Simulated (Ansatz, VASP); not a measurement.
## BN: VASP beside Ansatz

```
CELL_PARAMETERS angstrom
2.50643 0.00000 0.00000
-1.25321 2.17063 0.00000
0.00000 0.00000 6.61412
ATOMIC_POSITIONS crystal
B 0.33333 0.66667 0.25000
B 0.66667 0.33333 0.75000
N 0.33333 0.66667 0.75000
N 0.66667 0.33333 0.25000
```

Alike in both runs: task electric field gradients; functional PBE; dispersion D3(BJ); k mesh 12 × 12 × 4; occupations gaussian, width 0.05 eV; no spin polarisation.

|  | VASP | Ansatz |
| --- | --- | --- |
| version | VASP 6.6.1 | Ansatz 0.2.0 |
| potentials or method | VASP PAW PBE potentials, release 64 (B, N) | scalar-relativistic, plane waves, PAW |
| plane-wave cutoff (eV) | 520 | 420 |
| valence electrons in the cell | 16 | 16 |

```csv
,VASP,Ansatz,Ansatz less VASP
gap on the k mesh at the Fermi level (eV),4.27,4.27,+0.007
least direct gap on the mesh (eV),4.63,4.64,+0.003
pressure (GPa),0.1,0.0,-0.07
largest component of the traceless stress (GPa),0.21,0.00,-0.208
Vzz of the field gradient on the site that differs most (V/Å²),35.0,29.1,-5.96
```

A k mesh can miss the band edges. Expect the measured gap to be larger: semilocal functionals such as PBE lack the derivative discontinuity.
